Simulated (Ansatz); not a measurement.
Theory: DFT PBE, scalar-relativistic, plane waves, PAW (Ansatz 0.2.0). All cells share a 420 eV cutoff and Γ-centred k meshes spaced at most about 0.3 Å⁻¹ (2π included). No spin polarisation.

Each guess is relaxed in cell and atoms at zero pressure, on a coarse mesh first where it starts far from rest and then on a converged one. The steps can't lower the symmetry of the start, but it can rise. Energies are static (0 K, no zero-point motion).

Two unrelaxed guesses for LiH:

Guess 1.

```cif
data_structure
_symmetry_space_group_name_H-M 'P3m1'
_symmetry_Int_Tables_number 156
_cell_length_a 3.2411
_cell_length_b 3.2411
_cell_length_c 18.3766
_cell_angle_alpha 90.000
_cell_angle_beta 90.000
_cell_angle_gamma 120.000
_cell_volume 167.17
loop_
_atom_site_label
_atom_site_type_symbol
_atom_site_symmetry_multiplicity
_atom_site_Wyckoff_symbol
_atom_site_fract_x
_atom_site_fract_y
_atom_site_fract_z
_atom_site_occupancy
Li1 Li 1 a 0.00000 0.00000 0.12140 1
Li2 Li 1 a 0.00000 0.00000 0.26029 1
Li3 Li 1 c 0.66667 0.33333 0.44821 1
Li4 Li 1 b 0.33333 0.66667 0.63613 1
Li5 Li 1 b 0.33333 0.66667 0.78168 1
Li6 Li 1 c 0.66667 0.33333 0.92723 1
H1 H 1 a 0.00000 0.00000 0.00000 1
H2 H 1 b 0.33333 0.66667 0.18751 1
H3 H 1 c 0.66667 0.33333 0.33306 1
H4 H 1 c 0.66667 0.33333 0.56335 1
H5 H 1 a 0.00000 0.00000 0.70890 1
H6 H 1 a 0.00000 0.00000 0.85445 1
```

Guess 2.

```cif
data_structure
_symmetry_space_group_name_H-M 'Pm-3m'
_symmetry_Int_Tables_number 221
_cell_length_a 2.5906
_cell_length_b 2.5906
_cell_length_c 2.5906
_cell_angle_alpha 90.000
_cell_angle_beta 90.000
_cell_angle_gamma 90.000
_cell_volume 17.39
loop_
_atom_site_label
_atom_site_type_symbol
_atom_site_symmetry_multiplicity
_atom_site_Wyckoff_symbol
_atom_site_fract_x
_atom_site_fract_y
_atom_site_fract_z
_atom_site_occupancy
Li1 Li 1 a 0.00000 0.00000 0.00000 1
H1 H 1 b 0.50000 0.50000 0.50000 1
```

**Question.** Which guess leads to the lower structure, and by how much?

**Answer.** Guess 1 ends lower, by 69 meV/atom. Guess 1: P3m1 at 13.9 Å³/atom → P3m1 at 9.4 Å³/atom; Guess 2: Pm-3m at 8.7 Å³/atom → Pm-3m (caesium chloride type) at 7.9 Å³/atom. Counting H atoms around Li (those within 1.25 times the shortest such distance or 1.15 times the sum of covalent radii, 1.27 where that leaves under three; a plus sign parts nearer from farther groups; a slash parts the counts of unlike sites), the end of guess 1 has Li 2/1+3/3+3/6 and the end of guess 2 has Li 8. End of guess 1. Conventional cell: a = 2.894 Å, c = 15.506 Å. Li on its first site has 1 H at 1.68 Å, 3 H at 1.99 Å and 1 Li at 2.46 Å; around Li on its second site lie 3 H at 1.91 Å, 3 H at 2.16 Å and 1 Li at 2.46 Å; H on its first site is surrounded by 1 Li at 1.68 Å, 3 Li at 1.95 Å and 1 H at 2.41 Å; 9 more sites not described. End of guess 2. Conventional cell: a = 2.507 Å. Around Li lie 8 H at 2.17 Å and 6 Li at 2.51 Å; H has 8 Li at 2.17 Å and 6 H at 2.51 Å.

Cells without such a test can be saddle points. Shaken at random and relaxed again, the end of guess 2 falls into a cell with the nickel arsenide type, space group P6_3/mmc (No. 194), 181 meV/atom lower, so it is a saddle point or a shallow minimum. Neither end is the lowest form computed: that has the rock salt type, space group Fm-3m (No. 225), is reached from a cell as deposited in COD and lies 165 meV/atom below the better end. With hydrogen, zero-point motion can shift such differences by 10 meV/atom or more. Some structure types and database cells were kept out of the candidates from the start, so a known form may be missing.
